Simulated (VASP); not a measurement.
**A VASP 6.6.1 single-point calculation on InSb**

INCAR

```
GGA = PE
IBRION = -1
ENCUT = 520
PREC = Accurate
NSW = 0
NBANDS = 16
SIGMA = 0.005
NELM = 120
LCHARG = .FALSE.
LASPH = .TRUE.
LREAL = .FALSE.
ISIF = 2
EDIFF = 1E-7
LWAVE = .FALSE.
ISMEAR = -4
```

KPOINTS

```
KPOINTS created by Atomic Simulation Environment
0
Gamma
6 6 6
0 0 0
```

POSCAR

```
In Sb
 1.0000000000000000
     0.0000000000000000    3.3451032778999998    3.2078164450000002
     3.3451032778999998    0.0000000000000000    3.2078164450000002
     3.3451032778999998    3.3451032778999998    0.0000000000000000
 In  Sb
   1   1
Cartesian
  0.0000000000000000  0.0000000000000000  0.0000000000000000
  1.6725516389499999  1.6725516389499999  1.6039082225000005
```

The recommended PBE PAW datasets give the neutral cell 18 valence electrons.

Command

```
mpirun -np 1 vasp_std
```

OSZICAR

```
N       E                     dE             d eps       ncg     rms          rms(c)
DAV:   1     0.116031926459E+03    0.11603E+03   -0.79921E+03   960   0.110E+03
DAV:   2     0.515941043588E+00   -0.11552E+03   -0.11185E+03  1104   0.285E+02
DAV:   3    -0.680585962501E+01   -0.73218E+01   -0.73000E+01  1216   0.738E+01
DAV:   4    -0.701515136335E+01   -0.20929E+00   -0.20924E+00  1264   0.144E+01
DAV:   5    -0.702654490043E+01   -0.11394E-01   -0.11393E-01  1448   0.276E+00    0.382E+00
DAV:   6    -0.693286253614E+01    0.93682E-01   -0.15317E-01  1408   0.571E+00    0.222E+00
DAV:   7    -0.692158391506E+01    0.11279E-01   -0.64444E-02  1248   0.226E+00    0.598E-01
DAV:   8    -0.692279274852E+01   -0.12088E-02   -0.73759E-03  1280   0.954E-01    0.227E-01
DAV:   9    -0.692348965054E+01   -0.69690E-03   -0.98062E-04  1208   0.266E-01    0.754E-02
DAV:  10    -0.692353568367E+01   -0.46033E-04   -0.50678E-05  1352   0.469E-02    0.370E-02
DAV:  11    -0.692358025282E+01   -0.44569E-04   -0.82732E-05  1152   0.559E-02    0.252E-02
DAV:  12    -0.692358162616E+01   -0.13733E-05   -0.14245E-06  1232   0.751E-03    0.777E-03
DAV:  13    -0.692358236632E+01   -0.74016E-06   -0.14814E-06  1176   0.643E-03    0.399E-03
DAV:  14    -0.692358208774E+01    0.27859E-06   -0.66574E-08  1032   0.207E-03    0.129E-03
DAV:  15    -0.692358209351E+01   -0.57719E-08   -0.16921E-08   824   0.933E-04
   1 F= -.69235821E+01 E0= -.69235821E+01  d E =0.000000E+00
```

From OUTCAR

```
k-points           NKPTS =     30   k-points in BZ     NKDIM =     30   number of bands    NBANDS=     16

   NELECT =      18.0000    total number of electrons

   dimension x,y,z NGX =    36 NGY =   36 NGZ =   36
   dimension x,y,z NGXF=    72 NGYF=   72 NGZF=   72

  energy-cutoff  :      520.00
  volume of cell :       71.79
      direct lattice vectors                 reciprocal lattice vectors
     0.000000000  3.345103278  3.207816445    -0.149472216  0.149472216  0.155869268
     3.345103278  0.000000000  3.207816445     0.149472216 -0.149472216  0.155869268
     3.345103278  3.345103278  0.000000000     0.149472216  0.149472216 -0.155869268

 k-points in reciprocal lattice and weights: KPOINTS created by Atomic Simulation Env
   0.00000000  0.00000000  0.00000000       0.005
   0.16666667 -0.00000000  0.00000000       0.037
   0.33333333  0.00000000  0.00000000       0.037
   0.50000000 -0.00000000  0.00000000       0.019
   0.16666667  0.16666667  0.00000000       0.009
   0.33333333  0.16666667  0.00000000       0.037
   0.50000000  0.16666667  0.00000000       0.037
  -0.33333333  0.16666667  0.00000000       0.037
   ...

 E-fermi :   4.5621

 k-point     1 :       0.0000    0.0000    0.0000
  band No.  band energies     occupation
      1      -9.9533      2.00000
      2      -9.9533      2.00000
      3      -9.9447      2.00000
      4      -9.8841      2.00000
      5      -9.8766      2.00000
      6      -5.8265      2.00000
      7       4.0468      2.00000
      8       4.4923      2.00000
      9       4.4923      2.00000
     10       4.6771      0.00000
     11       7.4616      0.00000
     12       7.5551      0.00000
     13       7.5551      0.00000
     14      10.2371      0.00000
     15      12.4282      0.00000
     16      12.9631      0.00000

 k-point     2 :       0.1667   -0.0000    0.0000
  band No.  band energies     occupation
      1      -9.9605      2.00000
      2      -9.9488      2.00000
      3      -9.9427      2.00000
      4      -9.8846      2.00000
      5      -9.8765      2.00000
      6      -5.5975      2.00000
      7       2.0846      2.00000
      8       4.1693      2.00000
      9       4.3305      2.00000
     10       5.3880      0.00000
     11       7.8727      0.00000
     12       7.9585      0.00000
     13       8.2261      0.00000
     14      11.2901      0.00000
     15      11.6772      0.00000
     16      11.9844      0.00000

 k-point     3 :       0.3333    0.0000    0.0000
  band No.  band energies     occupation
      1      -9.9785      2.00000
      2      -9.9409      2.00000
      3      -9.9358      2.00000
      4      -9.8845      2.00000
      5      -9.8750      2.00000
      6      -5.0115      2.00000
      7       0.0947      2.00000
      8       3.6962      2.00000
      9       3.9163      2.00000
     10       5.1403      0.00000
     11       8.2789      0.00000
     12       8.4040      0.00000
     13      10.1831      0.00000
     14      11.2385      0.00000
     15      12.2388      0.00000
     16      12.2415      0.00000

 ...

  Total        0.1579702      0.1579702      0.5878372      0.0000000      0.0000000      0.0000000
  in kB        3.5255534      3.5255534     13.1192516      0.0000000      0.0000000      0.0000000
  external PRESSURE =       6.7234528 kB  Pullay stress =       0.0000000 kB

 POSITION                                       TOTAL-FORCE (eV/Angst)
 -----------------------------------------------------------------------------------
      0.00000      0.00000      0.00000         0.000000      0.000000     -0.000000
      1.67255      1.67255      1.60391        -0.000000     -0.000000      0.000000
 -----------------------------------------------------------------------------------
    total drift:                               -0.000000     -0.000000     -0.000000

  FREE ENERGIE OF THE ION-ELECTRON SYSTEM (eV)
  ---------------------------------------------------
  free  energy   TOTEN  =        -6.9235820935 eV

  energy  without entropy=       -6.9235820935  energy(sigma->0) =       -6.92358209
```

It converged. Results: gap between bands v and c on the k mesh 0.18 eV; least direct gap on the k mesh 0.18 eV; pressure 0.7 GPa. Band v is the last that the valence electrons fill when counted band by band, and c is the next.

For comparison, a separate PBE run of the intended cell, on usual settings and not on those above, gives a gap of 0.18 eV on its mesh and a pressure of 0.7 GPa.

The run above took about 46 s on one core of a shared host (Intel Xeon Platinum 8488C) and held 0.21 GiB at most.
